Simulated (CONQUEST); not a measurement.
# BN under changes of volume

One of the cells (9.476 Å³/atom); the others are scaled copies at fixed shape and fractional positions:

```
N B
1.0
     2.50326    0.00000    0.00000
     0.00000    4.33218    0.00000
     0.00000    0.00000    6.99063
N B
4 4
Direct
  0.00000 0.16665 0.50000
  0.00000 0.66665 0.00000
  0.50000 0.16665 0.00000
  0.50000 0.66665 0.50000
  0.00000 0.00005 0.00000
  0.00000 0.50005 0.50000
  0.50000 0.00005 0.50000
  0.50000 0.50005 0.00000
```

Measurements of this composition are mostly on another form, of space group No. 194.

```yaml
Program: CONQUEST 1.3
Functional: PBE
Potentials_or_basis: PseudoDojo NC PBE, DZP, grid of 32 × 48 × 80 points
k_mesh: 11 × 6 × 4
Occupations: fermi-dirac, width 0.05 eV
Spin: no spin polarisation
```

```csv
volume (Å³/atom),energy over the lowest point (meV/atom),pressure (GPa),gap on the mesh (eV),largest force (eV/Å)
8.908,50.44,22.0,3.80,0.023
9.097,?,?,?,?
9.287,12.69,10.3,3.78,0.021
9.476,3.48,5.3,3.77,0.021
9.666,0.00,0.6,3.76,0.021
9.855,1.87,-3.6,3.75,0.018
10.045,8.43,-7.5,3.74,0.017
```

What does the run at 9.097 Å³/atom give?

Energy over the lowest point 28.10 meV/atom; pressure 15.9 GPa; gap on the mesh 3.79 eV; largest force 0.021 eV/Å.

Worked out: A Birch-Murnaghan fit of order 3 (a polynomial in V^(-2/3)) to the other rows has its minimum at 9.69 Å³/atom with B0 = V·E''(V) = 224 GPa and B' = 3.5 at fixed shape and positions, which overstates the stiffness. It gives 28.18 meV/atom at 9.097 Å³/atom, against the run's 28.10, and -dE/dV = 15.9 GPa, against 15.9. A straight line through the other rows of the gap, of slope -0.499 eV per unit of ln V, gives 3.79 eV, against the run's 3.79.

Energies are extrapolated to zero smearing.

Caveats: an odd mesh through Γ misses points on the zone boundary, where band edges often lie; this functional lacks dispersion, which binds the layers, so the pressure and a relaxed spacing across them are unreliable; the basis of atomic orbitals isn't converged, which shifts pressures, moduli and gaps.
